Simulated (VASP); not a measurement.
# BeTe (F-43m) in VASP: a series of runs, part 2 of 2

VASP 6.6.1. The steps go on from the part before.

## 3. Band structure, r2SCAN, spin-orbit coupling, no magnetisation

File INCAR:

```
ALGO = Normal
EDIFF = 1E-6
ENCUT = 520
GGA_COMPAT = False
ISIF = 2
ISMEAR = -1
LASPH = True
LCHARG = False
LMIXTAU = True
LORBIT = 11
LREAL = False
LSORBIT = True
LWAVE = False
MAGMOM = 0 0 0 0 0 0
METAGGA = R2SCAN
NELM = 60
PREC = Accurate
SIGMA = 0.05
```

File KPOINTS:

```
k-points
0
Gamma
  6 6 6
```

File POSCAR:

```
BeTe
1.0
    0.0000000000      2.7700000000      2.7700000000
    2.7700000000      0.0000000000      2.7700000000
    2.7700000000      2.7700000000      0.0000000000
Te Be
1 1
Direct
    0.7500000000      0.7500000000      0.7500000000
    0.0000000000      0.0000000000      0.0000000000
```

File KPOINTS_OPT:

```
path GXWKGLUWLK,UX
20
line-mode
reciprocal
 0.0000000000  0.0000000000  0.0000000000  G
 0.5000000000  0.0000000000  0.5000000000  X

 0.5000000000  0.0000000000  0.5000000000  X
 0.5000000000  0.2500000000  0.7500000000  W

 0.5000000000  0.2500000000  0.7500000000  W
 0.3750000000  0.3750000000  0.7500000000  K

 0.3750000000  0.3750000000  0.7500000000  K
 0.0000000000  0.0000000000  0.0000000000  G

 0.0000000000  0.0000000000  0.0000000000  G
 0.5000000000  0.5000000000  0.5000000000  L

 0.5000000000  0.5000000000  0.5000000000  L
 0.6250000000  0.2500000000  0.6250000000  U

 0.6250000000  0.2500000000  0.6250000000  U
 0.5000000000  0.2500000000  0.7500000000  W

 0.5000000000  0.2500000000  0.7500000000  W
 0.5000000000  0.5000000000  0.5000000000  L

 0.5000000000  0.5000000000  0.5000000000  L
 0.3750000000  0.3750000000  0.7500000000  K

 0.6250000000  0.2500000000  0.6250000000  U
 0.5000000000  0.0000000000  0.5000000000  X
```

Potentials or basis: VASP PAW PBE potentials, release 64 (Te, Be).

Started as:

```
$ cat potpaw_PBE.64/Te/POTCAR potpaw_PBE.64/Be/POTCAR > POTCAR
$ mpirun -np 1 vasp_ncl > vasp.out
```

OUTCAR:

```text
EDIFF = 1E-6
   ENCUT = 520
   ISIF = 2
   ISMEAR = -1
   LASPH = True
   LORBIT = 11
   LREAL = False
   LSORBIT = True
   METAGGA = R2SCAN
   NELM = 60
   PREC = Accurate

 ion  position               nearest neighbor table
   1  0.750  0.750  0.750-   2 2.40   2 2.40   2 2.40   2 2.40
   2  0.000  0.000  0.000-   1 2.40   1 2.40   1 2.40   1 2.40

  LATTYP: Found a face centered cubic cell.
 ALAT       =     5.5400000000

  Lattice vectors:

 A1 = (   0.0000000000,   2.7700000000,   2.7700000000)
 A2 = (   2.7700000000,   0.0000000000,   2.7700000000)
 A3 = (   2.7700000000,   2.7700000000,   0.0000000000)

Analysis of symmetry for initial positions (statically):
=====================================================================
 Subroutine PRICEL returns:
 Original cell was already a primitive cell.

 Routine SETGRP: Setting up the symmetry group for a
 face centered cubic supercell.

 Subroutine GETGRP returns: Found 24 space group operations
 (whereof 24 operations were pure point group operations)
 out of a pool of 48 trial point group operations.

The static configuration has the point symmetry T_d .

Analysis of symmetry for dynamics (positions and initial velocities):
=====================================================================
 Subroutine PRICEL returns:
 Original cell was already a primitive cell.

 Routine SETGRP: Setting up the symmetry group for a
 face centered cubic supercell.

 Subroutine GETGRP returns: Found 24 space group operations
 (whereof 24 operations were pure point group operations)
 out of a pool of 48 trial point group operations.

The dynamic configuration has the point symmetry T_d .

Analysis of structural, dynamic, and magnetic symmetry:
=====================================================================
 Subroutine PRICEL returns:
 Original cell was already a primitive cell.

 Routine SETGRP: Setting up the symmetry group for a
 face centered cubic supercell.

 Subroutine GETGRP returns: Found 24 space group operations
 (whereof 24 operations were pure point group operations)
 out of a pool of 48 trial point group operations.

The overall configuration has the point symmetry T_d .

 Subroutine INISYM returns: Found 24 space group operations
 (whereof 24 operations are pure point group operations),
 and found     1 'primitive' translations

----------------------------------------------------------------------------------------

                                     Primitive cell

  volume of cell :      42.5079

  direct lattice vectors                    reciprocal lattice vectors
     0.000000000  2.770000000  2.770000000    -0.180505415  0.180505415  0.180505415
     2.770000000  0.000000000  2.770000000     0.180505415 -0.180505415  0.180505415
     2.770000000  2.770000000  0.000000000     0.180505415  0.180505415 -0.180505415

  length of vectors
     3.917371568  3.917371568  3.917371568     0.312644550  0.312644550  0.312644550

[... 128 lines left out ...]

  energy without entropy =      -30.72053252  energy(sigma->0) =      -30.72053252

 E-fermi :   6.7624     XC(G=0):  -9.6859

 val. band max:        5.8113032374   @ k =   0.0000   0.0000   0.0000
 cond. band min:       7.7217287477   @ k =   0.5000   0.5000   0.0000
 fundamental gap:      1.9104255103
 Fermi energy:         6.7624244119

 k-point     1 :       0.0000    0.0000    0.0000
  band No.  band energies     occupation
      1      -7.6224      1.00000
      2      -7.6224      1.00000
      3       4.8910      1.00000
      4       4.8910      1.00000
      5       5.8113      1.00000
      6       5.8113      1.00000
[... 395 lines left out ...]
      3       0.1394      1.00000
      4       0.3016      1.00000
      5       1.5641      1.00000
      6       1.8325      1.00000
[... 8 lines left out ...]
     15      13.9071      0.00000
     16      14.0049      0.00000

------------------------ aborting loop because EDIFF is reached ----------------------------------------

  FORCE on cell =-STRESS in cart. coord.  units (eV):
  Direction    XX          YY          ZZ          XY          YZ          ZX
  --------------------------------------------------------------------------------------
  -------------------------------------------------------------------------------------
  Total        1.2050026      1.2050026      1.2050026      0.0000000      0.0000000     -0.0000000
  in kB       45.4181305     45.4181305     45.4181305      0.0000000      0.0000000     -0.0000000
  external PRESSURE =      45.4181305 kB  Pullay stress =       0.0000000 kB

 VOLUME and BASIS-vectors are now :
 -----------------------------------------------------------------------------
  energy-cutoff  :      520.00
  volume of cell :       42.51
      direct lattice vectors                 reciprocal lattice vectors
     0.000000000  2.770000000  2.770000000    -0.180505415  0.180505415  0.180505415
     2.770000000  0.000000000  2.770000000     0.180505415 -0.180505415  0.180505415
     2.770000000  2.770000000  0.000000000     0.180505415  0.180505415 -0.180505415

 POSITION                                       TOTAL-FORCE (eV/Angst)
 -----------------------------------------------------------------------------------
      4.15500      4.15500      4.15500         0.000000      0.000000      0.000000
      0.00000      0.00000      0.00000        -0.000000     -0.000000     -0.000000
 -----------------------------------------------------------------------------------
    total drift:                               -0.000000     -0.000000     -0.000000

  FREE ENERGIE OF THE ION-ELECTRON SYSTEM (eV)
  ---------------------------------------------------
  free  energy   TOTEN  =       -30.7205325244 eV

  energy  without entropy=      -30.7205325241  energy(sigma->0) =      -30.72053252

 Spin-Orbit-Coupling matrix elements

 Ion:    1  E_soc:     -0.1608693
 l=   1
     0.0000000    -0.0266757    -0.0266757
    -0.0266757     0.0000000    -0.0266757
    -0.0266757    -0.0266757     0.0000000
 l=   2
     0.0000000    -0.0000584     0.0000000    -0.0000584    -0.0000774
    -0.0000584     0.0000000    -0.0000581    -0.0000584    -0.0000194
     0.0000000    -0.0000581     0.0000000    -0.0000581     0.0000000
    -0.0000584    -0.0000584    -0.0000581     0.0000000    -0.0000194
    -0.0000774    -0.0000194     0.0000000    -0.0000194     0.0000000
 l=   3
     0.0000000     0.0000000     0.0000000     0.0000000     0.0000000     0.0000000     0.0000000
     0.0000000     0.0000000     0.0000000     0.0000000     0.0000000     0.0000000     0.0000000
     0.0000000     0.0000000     0.0000000     0.0000000     0.0000000     0.0000000     0.0000000
     0.0000000     0.0000000     0.0000000     0.0000000     0.0000000     0.0000000     0.0000000
     0.0000000     0.0000000     0.0000000     0.0000000     0.0000000     0.0000000     0.0000000
     0.0000000     0.0000000     0.0000000     0.0000000     0.0000000     0.0000000     0.0000000
     0.0000000     0.0000000     0.0000000     0.0000000     0.0000000     0.0000000     0.0000000

 Ion:    2  E_soc:     -0.0000075
 l=   1
     0.0000000    -0.0000013    -0.0000013
    -0.0000013     0.0000000    -0.0000013
    -0.0000013    -0.0000013     0.0000000
 l=   2
     0.0000000     0.0000000     0.0000000     0.0000000     0.0000000
     0.0000000     0.0000000     0.0000000     0.0000000     0.0000000
     0.0000000     0.0000000     0.0000000     0.0000000     0.0000000
     0.0000000     0.0000000     0.0000000     0.0000000     0.0000000
     0.0000000     0.0000000     0.0000000     0.0000000     0.0000000
 l=   3
     0.0000000     0.0000000     0.0000000     0.0000000     0.0000000     0.0000000     0.0000000
     0.0000000     0.0000000     0.0000000     0.0000000     0.0000000     0.0000000     0.0000000
     0.0000000     0.0000000     0.0000000     0.0000000     0.0000000     0.0000000     0.0000000
     0.0000000     0.0000000     0.0000000     0.0000000     0.0000000     0.0000000     0.0000000
     0.0000000     0.0000000     0.0000000     0.0000000     0.0000000     0.0000000     0.0000000
     0.0000000     0.0000000     0.0000000     0.0000000     0.0000000     0.0000000     0.0000000
     0.0000000     0.0000000     0.0000000     0.0000000     0.0000000     0.0000000     0.0000000

 total charge

# of ion       s       p       d       tot
------------------------------------------
    1        1.336   2.227   0.038   3.601
    2        0.378   0.596   0.000   0.974
--------------------------------------------------
tot          1.714   2.822   0.038   4.575

 magnetization (x)

# of ion       s       p       d       tot
------------------------------------------
    1        0.000   0.000   0.000   0.000
    2       -0.000   0.000   0.000  -0.000
--------------------------------------------------
tot         -0.000   0.000   0.000  -0.000

 magnetization (y)

# of ion       s       p       d       tot
------------------------------------------
    1        0.000  -0.000   0.000  -0.000
    2        0.000   0.000   0.000   0.000
--------------------------------------------------
tot          0.000  -0.000   0.000  -0.000

 magnetization (z)

# of ion       s       p       d       tot
------------------------------------------
    1       -0.000  -0.000  -0.000  -0.000
    2        0.000   0.000   0.000   0.000
--------------------------------------------------
tot          0.000  -0.000  -0.000  -0.000
```

It took 11 min on 1 thread of AMD EPYC 9R45 (Zen 5), shared host; peak memory 0.3 GiB.

What came out:

```
Free energy                                           : -30.7205 eV
Pressure                                              : 4.5 GPa
Valence electrons inside the program's atomic spheres : Te 3.60; Be 0.97
```

Caveat: the PAW data sets were made with another functional, which shifts forces and pressure a little.
